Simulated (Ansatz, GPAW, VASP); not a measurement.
One calculation of Ge, 4 ways

```
CELL_PARAMETERS angstrom
0.00000 2.82891 2.82891
2.82891 0.00000 2.82891
2.82891 2.82891 0.00000
ATOMIC_POSITIONS crystal
Ge 0.75000 0.75000 0.75000
Ge 0.50000 0.50000 0.50000
```

Alike in all runs: task single point; functional PBE; k mesh 8 × 8 × 8; occupations gaussian, width 0.024 eV; no spin polarisation; no spin-orbit coupling. Pressure is positive in compression and, in plane waves, holds the error of the finite cutoff, which Ansatz's Pulay term estimates and takes out.

| program and potentials | plane-wave cutoff (eV) | notes | band gap (eV) | pressure (GPa) |
| --- | --- | --- | --- | --- |
| Ansatz, Ansatz PAW | 420 | 14 valence electrons an atom on average; Pulay term of +0.03 GPa included | 0.03 | 3.59 |
| VASP, PBE PAW files Ge_d, 520 eV | 520 | 14 valence electrons an atom on average | ? | ? |
| GPAW, GPAW PAW data sets (gpaw-data 1.2.1) | 600 | 4 valence electrons an atom on average | 0.09 | 3.84 |
| Ansatz, all-electron LAPW, scalar-relativistic | - | - | 0.04 | 3.58 |

Question: Estimate from the other rows what the run with VASP, PBE PAW files Ge_d, 520 eV gave.

Answer: Band gap 0.03 eV; pressure 3.55 GPa. The other rows, which needn't bracket it: band gap 0.03 to 0.09; pressure 3.58 to 3.84.
